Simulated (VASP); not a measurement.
**CdS (Greenockite): dielectric tensor with LDA**

Crystal: CdS (Greenockite).

```
CELL_PARAMETERS angstrom
4.08314 0.00000 0.00000
-2.04157 3.53610 0.00000
0.00000 0.00000 6.65729
ATOMIC_POSITIONS crystal
Cd 0.33333 0.66667 0.99955
Cd 0.66667 0.33333 0.49955
S 0.33333 0.66667 0.37545
S 0.66667 0.33333 0.87545
```

```json
{"Program": "VASP 6.6.1", "Task": "dielectric tensor", "Functional": "LDA", "Potentials or basis": "VASP PAW LDA potentials, release 64 (Cd, S)", "Cutoff": "600 eV", "k mesh": "12 × 12 × 7", "Occupations": "gaussian, width 0.03 eV", "Spin": "no spin polarisation", "Monkhorst-Pack mesh": "no", "Further INCAR settings": "ALGO = Fast; EDIFF = 1e-08"}
```

| Quantity | Value |
| --- | --- |
| Band gap on the k mesh | 1.04 eV, direct |
| Electronic dielectric tensor (diagonal) | 6.42, 6.42, 6.50 |
| Born charges (mean of the diagonal) | Cd +2.11; S -2.11 e |

Levels at points of the mesh, in eV from the valence-band top:
| k point | band 14 | band 15 | band 16 | band 17 | band 18 | band 19 | band 20 | band 21 | band 22 |
| --- | --- | --- | --- | --- | --- | --- | --- | --- | --- |
| (0.00, 0.00, 0.00) | -0.82 | -0.82 | -0.06 | 0.00 | 0.00 | 1.04 | 2.63 | 6.29 | 6.29 |
| (0.50, 0.00, 0.00) | -3.77 | -2.89 | -2.04 | -1.44 | -0.82 | 3.60 | 3.67 | 4.87 | 6.32 |

Electronic dielectric tensor:
```
6.42 0.00 0.00
0.00 6.42 0.00
0.00 0.00 6.50
```

Born effective charge tensors (e):
atom 1, Cd
```
2.08 0.00 0.00
0.00 2.08 0.00
0.00 0.00 2.17
```
atom 2, Cd
```
2.08 0.00 0.00
0.00 2.08 0.00
0.00 0.00 2.17
```
atom 3, S
```
-2.08  0.00  0.00
 0.00 -2.08  0.00
 0.00  0.00 -2.17
```
atom 4, S
```
-2.08  0.00  0.00
 0.00 -2.08  0.00
 0.00  0.00 -2.17
```

Wall time 32 min on 2 MPI ranks on Intel(R) Xeon(R) Platinum 8259CL CPU @ 2.50GHz (Skylake/Cascade Lake), with other jobs on the host, peak memory 1.4 GiB a rank.

The gap isn't set beside the measured one, since this odd mesh misses points on the zone boundary.

Caveat: an odd mesh through Γ misses points on the zone boundary, where band edges often lie.
